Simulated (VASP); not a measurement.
# A VASP 6.6.1 single-point calculation on K₂S

INCAR

```
LWAVE = .FALSE.
SIGMA = 0.02
GGA = PE
ISIF = 2
PREC = Accurate
NELM = 84
IBRION = -1
EDIFF = 1E-7
LREAL = .FALSE.
LASPH = .TRUE.
LCHARG = .FALSE.
ENCUT = 520
ISMEAR = -1
NBANDS = 19
NSW = 0
```

KPOINTS

```
KPOINTS created by Atomic Simulation Environment
0
Gamma
1 1 1
0 0 0
```

POSCAR

```
K  S
 1.0000000000000000
    -0.0298068855000000    3.7027186978000000    3.7027186978000000
     3.7027186978000000   -0.0298068855000000    3.7027186978000000
     3.6729118123000002    3.6729118123000002    0.0000000000000000
 K   S
   2   1
Cartesian
  1.8364559061499999  1.8364559061499999  1.8622981485773968
  5.5093677184500001  5.5093677184500001  5.5431392470226024
  0.0000000000000000 -0.0000000000000000 -0.0000000000000000
```

The recommended PBE PAW datasets give the neutral cell 24 valence electrons.

Command

```
mpirun -np 1 vasp_std
```

OSZICAR

```
N       E                     dE             d eps       ncg     rms          rms(c)
DAV:   1     0.167584022967E+03    0.16758E+03   -0.11763E+04    38   0.109E+03
DAV:   2     0.139124470698E+01   -0.16619E+03   -0.16276E+03    41   0.309E+02
DAV:   3    -0.105238677584E+02   -0.11915E+02   -0.11875E+02    68   0.697E+01
DAV:   4    -0.107553596182E+02   -0.23149E+00   -0.23145E+00    52   0.855E+00
DAV:   5    -0.107694284947E+02   -0.14069E-01   -0.14068E-01    65   0.148E+00    0.465E+00
DAV:   6    -0.921349938192E+01    0.15559E+01   -0.26317E+00    38   0.575E+00    0.339E+00
DAV:   7    -0.908877361734E+01    0.12473E+00   -0.68296E-01    49   0.294E+00    0.256E+00
DAV:   8    -0.914260063450E+01   -0.53827E-01   -0.16106E-01    41   0.217E+00    0.137E+00
DAV:   9    -0.913295892740E+01    0.96417E-02   -0.24324E-02    68   0.513E-01    0.894E-01
DAV:  10    -0.914166232697E+01   -0.87034E-02   -0.71512E-03    38   0.381E-01    0.741E-01
DAV:  11    -0.914055606264E+01    0.11063E-02   -0.25573E-03    52   0.205E-01    0.236E-01
DAV:  12    -0.914053789518E+01    0.18167E-04   -0.14302E-04    60   0.569E-02    0.957E-02
DAV:  13    -0.914050985924E+01    0.28036E-04   -0.25905E-05    60   0.294E-02    0.101E-02
DAV:  14    -0.914050757698E+01    0.22823E-05   -0.17872E-05    49   0.130E-02    0.971E-03
DAV:  15    -0.914050807357E+01   -0.49659E-06   -0.19302E-06    44   0.651E-03    0.155E-03
DAV:  16    -0.914050814261E+01   -0.69035E-07   -0.15788E-07    46   0.153E-03
   1 F= -.91405081E+01 E0= -.91405081E+01  d E =-.375127E-11
```

It converged. Results: gap between bands v and c on the k mesh 2.51 eV; least direct gap on the k mesh 2.51 eV; pressure -3.9 GPa; largest force 0.05 eV/Å. Band v is the last that the valence electrons fill when counted band by band, and c is the next.

**Question.** What is wrong with this input?

**Answer.** One k point for a small cell. On sound settings PBE gives a gap of 2.37 eV on its mesh and a pressure of 0.5 GPa for the intended cell. This run's energy (σ→0) differs from it by 92 meV an atom.
